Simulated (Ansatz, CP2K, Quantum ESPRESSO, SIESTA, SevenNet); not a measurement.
# Structure and levels of amorphous Al2O3 at 2.87 g/cm³ (90 atoms) across programs

Aim: relax amorphous Al2O3 at 2.87 g/cm³ (90 atoms), then compare forces, pressure and levels from several programs at that geometry.

These are calculated values.

### Step 1. Set-up

The cell holds 90 atoms (36 Al and 54 O), with edges of 10.21, 10.21 and 10.21 Å. Recipe: 90 atoms (36 Al, 54 O) placed at random at 2.87 g/cm³, melted at 5000 K for 10 ps at fixed volume with the Morse and Coulomb pair potential with partial charges (Pedone, Malavasi, Menziani, Cormack and Segre, J. Phys. Chem. B 110, 11780 (2006)). Quenched from 5000 K to 300 K at 50 K/ps and fixed volume, held 5 ps, then minimised at fixed cell. Then the atoms were relaxed with SevenNet l3i5 in the fixed cell. Then the atoms were relaxed with CP2K double zeta, PBE.

**Experiments to compare with.** The mean number of oxygen atoms around aluminium in anodized alumina glass was determined from the peak areas of a solid-state aluminium NMR spectrum (“Structure of alumina glass”, 2022, PMC8752723): number of O about Al 4.73.

### Step 2. The relaxation

CP2K double zeta (DZVP-MOLOPT-SR, GTH-PBE potentials, 480 Ry; k-points Γ) took 9 geometry steps and reached its thresholds. It started from the geometry that SevenNet l3i5 had relaxed.

Wall time 4 min (4 MPI ranks of AMD EPYC 9R45, shared host); peak memory 2.3 GiB.

```csv
,before,after
energy (meV/atom),0,-1.5
Al-O bonds under 2.33 Å,154 at 1.835 Å,154 at 1.835 Å
```

Atoms moved by 0.02 Å r.m.s. and 0.04 Å at most, with the common shift taken off.

### Step 3. Structure of the relaxed cell

Density 2.87 g/cm³, 11.81 Å³ an atom.

Pair distribution functions g(r), in bins of 0.2 Å:

```csv
r (Å),total,O-O,O-Al,Al-Al
1.60,0.04,0.00,0.08,0.00
1.80,4.27,0.00,8.91,0.00
2.00,0.43,0.00,0.90,0.00
2.20,0.06,0.00,0.13,0.00
2.40,0.12,0.24,0.07,0.00
2.60,0.60,1.36,0.19,0.09
2.80,1.41,3.17,0.16,1.17
3.00,1.48,2.66,0.38,2.15
3.20,1.33,1.45,0.53,3.44
3.40,1.10,0.85,1.06,1.75
3.60,0.64,0.31,0.95,0.46
3.80,1.09,0.62,1.62,0.54
4.00,0.88,0.45,1.30,0.57
4.20,0.94,0.38,1.45,0.67
4.40,1.06,0.74,1.46,0.60
4.60,1.14,0.90,1.33,1.11
4.80,1.03,1.16,0.92,1.06
5.00,0.86,1.31,0.56,0.75
```

Bonds by pair of elements; cutoffs follow the first minimum of g(r), held within bounds set by covalent radii, and pairs that aren't listed don't count as bonded:

```csv
pair A-B,cutoff (Å),bonds,mean length (Å),spread (Å),shortest (Å),B about A,A about B
O-Al,2.33,154,1.83,0.084,1.69,2.85,4.28
```

How many atoms have how many bonded neighbours:

```csv
element,mean,2,3,4,5
Al,4.28,0,0,26,10
O,2.85,10,42,2,0
```

Bond angles, per cent of each kind in bins of 5°:

```csv
angle (°),O-Al-O,Al-O-Al
70–75,0.4,0.0
75–80,1.9,0.0
80–85,6.2,0.7
85–90,6.2,0.7
90–95,7.8,8.8
95–100,11.3,6.1
100–105,12.1,6.1
105–110,14.1,7.4
110–115,10.2,8.1
115–120,11.7,14.2
120–125,5.9,15.5
125–130,1.9,8.1
130–135,2.7,6.8
135–140,1.6,5.4
140–145,1.6,4.0
145–150,0.0,2.7
150–155,0.8,1.4
155–160,1.6,0.7
160–165,0.4,1.4
165–170,0.0,1.4
170–175,1.2,0.7
175–180,0.4,0.0
```

Bond angles (no mean is given where the spread exceeds 20°):

```csv
angle,count,mean (°),spread (°)
O-Al-O,256,108,18.4
Al-O-Al,148,120,17.8
```

Oxygen atoms by the number of network formers (Si, P, Ge, B, Al, As, Ga) bound to them:

```csv
network formers bound to O,O atoms,per cent
0,0,0
1,0,0
2,10,18.5
3,42,77.8
4,2,3.7
```

Network units: each former by its oxygen neighbours and how many of them bridge to another former:

```csv
former,O neighbours,bridging O,atoms
Al,4,4,26
Al,5,5,10
```

Bond length by coordination (bonds to H left out):

```csv
element,coordination,atoms,mean bond length (Å)
Al,4,26,1.81
Al,5,10,1.90
O,2,10,1.72
O,3,42,1.84
O,4,2,1.98
```

Rings of the network by King's shortest-path rule, up to 12 atoms, one path for each pair of neighbours; H, halogens, alkali and alkaline-earth atoms are left out, and the last column divides by all other atoms, bonded or not:

```csv
ring size (atoms),rings,per network atom
4,13,0.144
6,34,0.378
8,68,0.756
10,33,0.367
12,1,0.011
```

First main peaks of g(r), for some of the pairs, lie near 2.9 Å (O-O), 1.8 Å (O-Al) and 3.2 Å (Al-Al). With the cutoffs above, 72 % of Al atoms have 4 and 78 % of O atoms have 3 bonded neighbours. 18 % of the oxygens bridge two formers (Al) and 0 % are non-bridging; 78 % join three; 4 % join four. The commonest Al unit has 4 oxygens, 4 of them shared with other formers (26 of 36 atoms). Bonds at O atoms with 2 neighbours average 1.72 Å, against 1.84 Å at those with 3. Rings of 8 atoms are the most common (46 % of those counted); sizes run from 4 to 12, where the search stops.

Calculation beside experiment:

```csv
quantity,measured,this cell,difference,method of the measurement
number of O about Al,4.73,4.28,-9.6 %,27Al MAS NMR
```

The cell differs from the measured neighbour counts by up to 9.6 %. The network descends from the steps of the recipe above, so the comparison tests them together. Our coordination numbers hang on a cutoff, and experiments count neighbours in their own ways.

### Step 4. The plane-wave reference

Quantum ESPRESSO 7.5: Kohn-Sham DFT, PBE, SSSP efficiency 1.3.0 pseudopotentials, plane waves. Its input for the relaxed cell:

```
&control
  calculation = 'scf'
  pseudo_dir = './pseudo'
  outdir = './tmp'
  disk_io = 'none'
  tprnfor = .true.
  tstress = .true.
/
&system
  ibrav = 0
  nat = 90
  ntyp = 2
  ecutwfc = 60
  ecutrho = 480
  nosym = .true.
  occupations = 'smearing'
  smearing = 'fd'
  degauss = 0.003675
/
&electrons
  conv_thr = 4.5e-07
  electron_maxstep = 100
  mixing_beta = 0.4
  mixing_mode = 'plain'
  diagonalization = 'david'
/
ATOMIC_SPECIES
Al 26.982 Al.upf
O 15.999 O.upf
CELL_PARAMETERS angstrom
10.20570 0.00000 0.00000
0.00000 10.20570 0.00000
0.00000 0.00000 10.20570
ATOMIC_POSITIONS crystal
Al 0.78756 0.44255 0.42769
Al 0.45454 0.74034 0.55339
Al 0.14810 0.77479 0.05422
[... 85 atom lines left out ...]
O 0.90501 0.31349 0.14225
O 0.05155 0.37109 0.93197
K_POINTS gamma
```

Elapsed: 90 s, on 4 MPI ranks of AMD EPYC 9R45, shared host; peak memory 3.8 GiB; 6 min of CPU time.

### Step 5. All levels at this geometry

CPU times are from a shared host and are rough.

```
                level                    basis or training data  k-points  own r.m.s. force (meV/Å)  difference from the reference (meV/Å)  pressure (GPa)  Kohn-Sham gap (eV)  CPU time  memory (GiB)
              QE, PBE   plane waves, SSSP efficiency, 60/480 Ry         Γ                        78                                      -           -2.89                3.48     6 min           3.8
CP2K triple zeta, PBE     TZV2P-UZH, GTH-PBE potentials, 600 Ry         Γ                        83                                     65           -4.61                3.48    12 min           5.8
      SIESTA DZP, PBE  DZP orbitals, shift 0.01 Ry, mesh 400 Ry         Γ                       128                                     94           -0.32                3.44   5.8 min           2.6
        SevenNet l3i5        trained on PBE(+U) plane-wave data         -                        74                                     29           -3.20                   -     7.8 s           1.7
```

The gap is the spacing of the highest filled and lowest empty Kohn-Sham level on the mesh; a dash marks partly filled levels, a spacing under 0.15 eV or a method without such levels.

### Step 6. Outcome

Relaxation in the fixed cell lowers the energy by 1 meV/atom at its own level and moves atoms by up to 0.04 Å. The reference finds an r.m.s. force of 78 meV/Å there and a pressure of -2.89 GPa, at a geometry that CP2K double zeta made. Forces differ from the reference's by 29 meV/Å (SevenNet l3i5), 65 meV/Å (CP2K triple zeta, PBE) and 94 meV/Å (SIESTA DZP, PBE).

CP2K double zeta is at its own minimum here, so the reference's force is itself a measure of how the two differ. Pressures lie -0.3 GPa (SevenNet l3i5), -1.7 GPa (CP2K triple zeta, PBE) and +2.6 GPa (SIESTA DZP, PBE) from the reference's. The highest filled and lowest empty levels lie 3.48 eV apart in the reference, against 3.48 eV in CP2K triple zeta, PBE and 3.44 eV in SIESTA DZP, PBE. With the cutoffs above, 72 % of Al atoms have 4 and 78 % of O atoms have 3 bonded neighbours. 18 % of the oxygens bridge two formers (Al) and 0 % are non-bridging; 78 % join three; 4 % join four.

**Limits.** The density was set by the recipe and held. One sample of a disordered cell; defect or tail levels can set the gap. Gaps are read on the mesh, which holds the band edges only if they fold onto it, and semilocal functionals tend to put them under measured ones. The quench rate of 50 K/ps is many orders above laboratory rates, so the cell is likely richer in defects and strain than a real sample. The reference samples only Γ, in a cell whose shortest periodic width is 10 Å. The plane-wave runs aren't exact: their cutoffs and mesh weren't converged further here. SIESTA's automatically made basis is far from complete, and its potentials were converted by us (checked for H, C, O, Si, Ge and Ca alone). Where levels are smeared, the DFT runs use Fermi–Dirac occupations at 580 K (0.05 eV), and energies are free energies.

[Logs are printed without paths, hosts, clocks, repeated set-up lines and the standing remarks that a program may print on its own settings, such as how far it seeks lower states.]

[Hosts, paths, dates, database ids (printed as entryN), source tags and the programs' standing remarks are cut or masked in the printed files.]
